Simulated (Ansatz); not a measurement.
**ZnS (Fm-3m): an equation of state far from equilibrium**

The task here is to estimate one member of a computed series from the others.

Method: DFT PBE, scalar-relativistic, plane waves, PAW, in Ansatz 0.2.0.

## The starting structure

It takes space group Fm-3m (No. 225, cubic). The conventional cell has a = 5.104 Å, b = 5.104 Å, c = 5.104 Å, α = 90.00°, β = 90.00°, γ = 90.00°. S (site symmetry m-3m) has 6 Zn at 2.55 Å as nearest neighbours. Zn (site symmetry m-3m) is surrounded by 6 S at 2.55 Å.

As a file:

```xyz
2
Lattice="0.0000 2.5519 2.5519 2.5519 0.0000 2.5519 2.5519 2.5519 0.0000" Properties=species:S:1:pos:R:3 pbc="T T T"
S     0.0000    0.0000    0.0000
Zn    2.5519    2.5519    2.5519
```

An earlier run at PBE left this cell at 16.618 Å³/atom and 0.00 GPa (12×12×12 mesh).

The first run:

The input, input.yaml:

```yaml
crystal:
  lattice:
    - [0.0, 2.5173718229, 2.5173718229]
    - [2.5173718229, 0.0, 2.5173718229]
    - [2.5173718229, 2.5173718229, 0.0]
  atoms:
    - { symbol: S, position: [0.0, 0.0, 0.0] }
    - { symbol: Zn, position: [0.5, 0.5, 0.5] }
basis:
  ecutwfc: 420
  ecutrho_ratio: 4
kpoints:
  mp_grid: { grid: [12, 12, 12] }
hamiltonian:
  xc: pbe
scf:
  occupations: { method: gaussian, width: 0.05 }
output:
  forces: true
  stress: true
  eigenvalues: true
```

Started as:

```sh
> ansatz run input.yaml --threads 1 --pin off --max-ram 2560MiB --backend cpu --events-out ev --progress --plain --runs-dir out
```

Among the steps run: Volume × 0.96; Volume × 1.04; Volume × 0.92; Volume × 0.88; Volume × 0.84; Volume × 0.8.

One of the session's tables, all rows but one given; the rest of the session is left out.

It belongs to the step «The curve». 

| volume (Å³/atom) | energy above the lowest (meV/atom) | pressure (GPa) |
| --- | --- | --- |
| 13.294 | 268.3 | 31.7 |
| 13.959 | ? | ? |
| 14.624 | 81.3 | 14.7 |
| 15.288 | 33.4 | 8.7 |
| 15.953 | 7.7 | 3.9 |
| 16.618 | 0.0 | 0.0 |
| 17.282 | 6.6 | -3.1 |

Q: Estimate the row for volume (Å³/atom) = 13.959 from the others.

Worked estimate for «energy above the lowest (meV/atom)». A straight line through the neighbours (13.294, 268.3) and (14.624, 81.3) gives 268.3 + (81.3 − 268.3) × (13.959 − 13.294) / (14.624 − 13.294) = 174.8; a parabola fitted to 3 rows on both sides gives 159.6.

The run gave: energy above the lowest (meV/atom): 157.3; pressure (GPa): 22.2. In «energy above the lowest (meV/atom)» the line misses by +17.5 and the parabola by +2.3.

Limits of these values: Other structures may be lower in enthalpy at these pressures.
